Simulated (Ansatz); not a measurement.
The cell is the one relaxed in the Materials Project (mp-2469), not relaxed further here; entries there can be hypothetical. The listed cell was then made from it by scaling, straining or moving an atom.

CdS: DFT, PBEsol, all-electron LAPW, scalar-relativistic (Ansatz 0.2.0). What sets it apart from a plain run of this crystal: equal xx and yy strain of +1 %.

Command: `ansatz run input.yaml --threads 1 --pin off --max-ram 3072MiB --backend cpu --events-out ev --progress --plain --runs-dir out` The run took 19 s on 1 thread of Arm Neoverse V1, with other jobs on the host, peak memory 0.3 GiB.

```yaml
crystal:
  lattice:
    - [0.0, 2.9723829996, 2.9429534649]
    - [2.9723829996, 0.0, 2.9429534649]
    - [2.9723829996, 2.9723829996, 0.0]
  atoms:
    - { symbol: Cd, position: [0.0, 0.0, 0.0] }
    - { symbol: S, position: [0.75, 0.75, 0.75] }
kpoints:
  mp_grid: { grid: [7, 7, 7] }
  band_path:
    path:
      - [0.0, 0.0, 0.0]
      - [0.0, 0.5, 0.5]
      - [0.25, 0.75, 0.5]
      - [0.0, 0.5, 0.0]
      - [0.0, 0.0, 0.0]
      - [0.5, 0.5, 0.0]
      - [0.3775125, 0.6224875, 0.0]
      - [-0.3775125, 0.3775125, 0.0]
      - [0.0, 0.0, 0.0]
    npoints: 5
scf:
  occupations: { method: fermi_dirac, width: 0.02 }
hamiltonian:
  xc: pbesol
  pseudopotentials: { kind: all_electron, lapw: { basis_error: 0.0005 } }
output:
  forces: true
  stress: true
  eigenvalues: true
```

Output (standing set-up lines are left out):

```
LAPW: plane waves up to 8.222 Å⁻¹, error target 5.0e-4 eV per atom; small_component_spin mean_spin; S in spheres of 1.118 Å, 14 of its electrons in bands, Dirac shells []; Cd in spheres of 1.447 Å, 20 of its electrons in bands, Dirac shells []
Crystal: 2 atoms, lattice volume = 52.002 Å³
Basis set: ecut = 257.5427667182081 eV, 531 PW (Γ), exchange–correlation at level 2
Symmetry: 8 space group operations
Space group: I-4m2 (ITA 119), of the structure as read, at distance tolerance 3.7e-5 Å
k-points: 40 of 343 (time reversal used)
iter 1 solved again at ethr=3.91e-3 eV; its pass at ethr=1.00e-1 eV (dr2=1.33e0 eV) is discarded
SCF iter   1: F=—  HF=-163012.342996 eV  |F-HF|=—  |Δ(HF+E_count)|=         —  Δρ=3.52e-2  dr2=1.33e0  ethr=3.91e-3  ⟨swp⟩=2.0  Hψ=5734  notcnv=0
preconditioner: auto → none  [insulator: Δε(μ)=1.507 eV  Ē_g=11.649 eV  σ=0.020 eV  W_gap=1.00  n_scr=14 (ndim 8)  ℏωp=21.8 eV  f_vac=0.167  D(μ)=0.00/eV (n_scr^D=0)  ε∞_Penn≈4.5]
iter 2 solved again at ethr=1.82e-4 eV; its pass at ethr=3.91e-3 eV (dr2=6.18e-2 eV) is discarded
SCF iter   2: F=—  HF=-163011.893243 eV  |F-HF|=—  |Δ(HF+E_count)|=   4.50e-1  Δρ=1.14e-2  dr2=6.18e-2  ethr=1.82e-4  ⟨swp⟩=2.0  Hψ=4589  notcnv=0
SCF iter   3: F=—  HF=-163011.828610 eV  |F-HF|=—  |Δ(HF+E_count)|=   6.46e-2  Δρ=5.22e-3  dr2=1.28e-2  ethr=1.82e-4  ⟨swp⟩=3.0  Hψ=2738  notcnv=0
SCF iter   4: F=—  HF=-163011.826294 eV  |F-HF|=—  |Δ(HF+E_count)|=         —  Δρ=1.06e-3  dr2=5.45e-4  ethr=3.75e-5  ⟨swp⟩=2.0  Hψ=2492  notcnv=0
the basis was enlarged: its passes take 613.8 KiB over the memory plan, 1 of 1 planned eigensolver slots
SCF iter   5: F=—  HF=-163011.825781 eV  |F-HF|=—  |Δ(HF+E_count)|=   5.13e-4  Δρ=1.74e-4  dr2=1.07e-5  ethr=1.60e-6  ⟨swp⟩=2.0  Hψ=2332  notcnv=0
SCF iter   6: F=—  HF=-163011.825787 eV  |F-HF|=—  |Δ(HF+E_count)|=   5.86e-6  Δρ=3.01e-5  dr2=3.56e-7  ethr=3.14e-8  ⟨swp⟩=3.0  Hψ=2442  notcnv=0
SCF iter   7: F=-163011.825787 eV  HF=-163011.825787 eV  |F-HF|=3.96e-9  |Δ(HF+E_count)|=   6.73e-7  Δρ=3.49e-6  dr2=5.43e-9  ethr=1.05e-9  ⟨swp⟩=3.0  Hψ=2471  notcnv=0
SCF 1 converged in 7 iterations: F = -163011.825787 eV  dr2 = 5.43e-9
NSCF: frozen V_eff on 41 k-points
SCF converged after 7 iterations
Free energy (F): -163011.825787 eV
Harris-Foulkes:  -163011.825787 eV  (|F-HF|=3.96e-9)
Internal energy: -163011.825787 eV  (E = F + TS)
E sigma→0 (E₀):  -163011.825787 eV
Fermi energy:    7.425178 eV
--- Per-component energies (eV) ---
  E_band       = -1748.934603
  E_kinetic    = 170278.620149
  E_xc         = -4818.116222
  E_electrostatic = -328472.329714  (all electrons and nuclei)
  E_smearing   = -0.000000  (= −TS)
  E_closure    = 0.000000  (closes the sum)
  E_atoms      = -163005.034092  (free atoms, spherical and without spin; not in F)
  Σ components = -163011.825787   (vs F -163011.825787, Δ=0.00e0)
  Basis errors (estimates in eV, not in F): energy 2.2e-4 per atom: plane waves 2.0e-4 (1.2e-4 summed), levels above the bands 5.0e-172, relativity 1.2e-8, radial functions 2.0e-5, core shells 1.5e-7; eigenvalues (radial functions only) 5.5e-7; not estimated: angular momenta, meshes, grids; target (lapw.basis_error) 5.0e-4; muffin-tin radii S 1.118 Å, Cd 1.447 Å
--- Forces (eV/Å), atoms counted from 1 ---
  atom   1  Cd     0.00000000     0.00000000     0.00000000
  atom   2  S     -0.00000000     0.00000000     0.00000000
  max |Σ_I F_I| component: 1.39e-17 eV/Å
--- Stress (GPa, compression-positive) ---
       -2.860633       0.000000      -0.000000
        0.000000      -2.860633       0.000000
       -0.000000       0.000000      -2.640867
  P = ⅓ Tr σ = -2.7874 GPa (-27.874 kbar)
--- Band table (eV; the first three rows and the last of 40) ---
  k-point 0: bands = ["-197.0868", "-142.1448", "-142.1448", "-142.1431", "-94.1542", "-55.2578", "-55.2555", "-55.2555", "-5.1403", "-0.6081", "-0.6081", "-0.6029", "-0.1824", "-0.1786", "6.9488", "6.9488", "6.9776", "7.8649", "13.3875", "13.3875", "13.3887"]
  k-point 1: bands = ["-197.0868", "-142.1448", "-142.1448", "-142.1431", "-94.1542", "-55.2579", "-55.2555", "-55.2555", "-5.0660", "-0.5825", "-0.5790", "-0.5389", "-0.1828", "-0.1799", "5.7296", "6.8025", "6.8256", "8.8732", "13.0534", "13.6179", "13.6298"]
  k-point 2: bands = ["-197.0868", "-142.1448", "-142.1448", "-142.1431", "-94.1542", "-55.2580", "-55.2557", "-55.2555", "-4.8981", "-0.5332", "-0.5287", "-0.2980", "-0.1728", "-0.1726", "4.1486", "6.4991", "6.5304", "9.6412", "13.1827", "13.8806", "13.9310"]
  k-point 39: bands = ["-197.0868", "-142.1448", "-142.1448", "-142.1431", "-94.1542", "-55.2583", "-55.2557", "-55.2557", "-4.6208", "-0.4106", "-0.3145", "-0.2955", "-0.1168", "0.2895", "3.2063", "4.8744", "5.2977", "10.7393", "11.4829", "15.5812", "16.5425"]
```
